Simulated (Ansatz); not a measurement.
Data:

MgAl2O4:
```yaml
crystal:
  lattice:
    - [0.00000, 4.08397, 4.08397]
    - [4.08397, 0.00000, 4.08397]
    - [4.08397, 4.08397, 0.00000]
  atoms:
    - { symbol: Mg, position: [0.75000, 0.75000, 0.75000] }
    - { symbol: Mg, position: [0.50000, 0.50000, 0.50000] }
    - { symbol: Al, position: [0.62500, 0.12500, 0.12500] }
    - { symbol: Al, position: [0.12500, 0.12500, 0.62500] }
    - { symbol: Al, position: [0.12500, 0.62500, 0.12500] }
    - { symbol: Al, position: [0.12500, 0.12500, 0.12500] }
    - { symbol: O, position: [0.36143, 0.36143, 0.36143] }
    - { symbol: O, position: [0.33429, 0.88857, 0.88857] }
    - { symbol: O, position: [0.36143, 0.36143, 0.91571] }
    - { symbol: O, position: [0.88857, 0.33429, 0.88857] }
    - { symbol: O, position: [0.91571, 0.36143, 0.36143] }
    - { symbol: O, position: [0.88857, 0.88857, 0.88857] }
    - { symbol: O, position: [0.36143, 0.91571, 0.36143] }
    - { symbol: O, position: [0.88857, 0.88857, 0.33429] }
```

This is the PBE-relaxed structure.

Problem. All from the program Ansatz at the PBE level (PAW), unless another level is named. Estimate the electron effective mass.

Solution. 0.37 mₑ (isotropic).

Problem. Predict the conduction-band minimum.

Solution. at Γ.

Problem. Next, the weight of the conduction-edge state by species (Voronoi cells)?

Solution. O 59 %, Al 23 %, Mg 18 %.

Space group Fd-3m (spinel). The PBE relaxation kept the symmetry of its start.

Potentials: the earlier of the program's two PAW sets.

Edges and masses are those of Kohn–Sham bands, whose gap is no quasiparticle gap.
